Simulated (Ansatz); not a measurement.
# Ionic part of the dielectric constant of ZnS at 5 GPa, mode by mode

Level of theory: DFT LDA, scalar-relativistic, plane waves, PAW (Ansatz 0.2.0). Cutoff 420 eV, 10×10×10 k-points (Γ-centred), fixed occupations. No spin polarisation. Phonons by linear response, acoustic sum rule imposed.

Symmetry: F-43m, No. 216, cubic system. The conventional cell has a = 5.207 Å, b = 5.207 Å, c = 5.207 Å, α = 90.00°, β = 90.00°, γ = 90.00°. Zn (site symmetry -43m) has 4 S at 2.25 Å as nearest neighbours. Around S (site symmetry -43m) lie 4 Zn at 2.25 Å.

The primitive cell has V = 35.29 Å³ and ε∞,xx = 6.181. Each polar mode adds Δε = (4.92064×10⁷/V)·S/ν² along x, with S its oscillator strength in e²/amu, ν in cm⁻¹ and V in Å³.

**Question.** From these modes, find each Δε and ε0,xx.
| ν (cm⁻¹) | S_xx (e²/amu) |
| --- | --- |
| 317.6 | 0.1556 |

**Answer.**
```csv
ν (cm⁻¹),Δε
317.6,2.15
```

The sum is 2.151, so ε0,xx = 8.33; the run's tensor has 8.33.

**Question.** Where do the longitudinal modes lie for a wave vector along x?

**Answer.** At 369 cm⁻¹. The Lyddane–Sachs–Teller product Π(ν_LO/ν_TO)² = 1.35 matches ε0/ε∞ = 1.35.

Cost: 1 run of about 1.2 core-minutes, on Arm Neoverse V1 (shared hosts).

The lattice adds 2.15 to an electronic constant of 6.181, so most of the static screening in ZnS comes from its electrons. This fits partly covalent sp³ bonding, with polarisable sulfur valence states and only moderate charge transfer during the vibration. The whole ionic part comes from one triply degenerate mode, in which the Zn and S sublattices move against each other; cubic symmetry makes its contribution the same along every axis. The longitudinal branch rises to 369 cm⁻¹ because the macroscopic field adds a restoring force, which the electronic polarisation partly screens.

The electronic constant is higher than the known value for zinc blende ZnS, most likely because LDA underestimates the band gap and so makes the electrons too polarisable. For a given oscillator strength and volume, this excess screening narrows the splitting between the transverse and longitudinal modes, but leaves the ionic term itself unchanged. With only one pressure computed, the effect of compression on either contribution remains open.
